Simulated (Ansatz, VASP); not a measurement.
Ge: VASP beside Ansatz

```xyz
1
Lattice="0.0000 2.0984 2.0354 2.0984 0.0000 2.0354 2.0984 2.0984 0.0000" Properties=species:S:1:pos:R:3 pbc="T T T"
Ge    0.0000    0.0000    0.0000
```

Change from the starting cell: strain +0.000 along x and y, -0.030 along z, atoms carried along.

Alike in both runs: task single point; functional PBE; dispersion D3(BJ); k mesh 20 × 20 × 20; occupations gaussian, width 0.15 eV; no spin polarisation.

```csv
,VASP,Ansatz
version,VASP 6.6.1,Ansatz 0.2.0
potentials or method,"VASP PAW PBE potentials, release 64 (Ge_d)","scalar-relativistic, plane waves, PAW"
plane-wave cutoff (eV),520,420
valence electrons in the cell,14,14
```

|  | VASP | Ansatz | Ansatz less VASP |
| --- | --- | --- | --- |
| gap on the k mesh at the Fermi level (eV) | none | none | - |
| pressure (GPa) | 3.3 | 3.2 | -0.06 |
| largest component of the traceless stress (GPa) | 0.34 | 0.35 | +0.003 |

A gap of «none» marks a metal or a gap that the smearing closes.

Caveats: pairwise dispersion overbinds metals, which lowers pressure and volume.
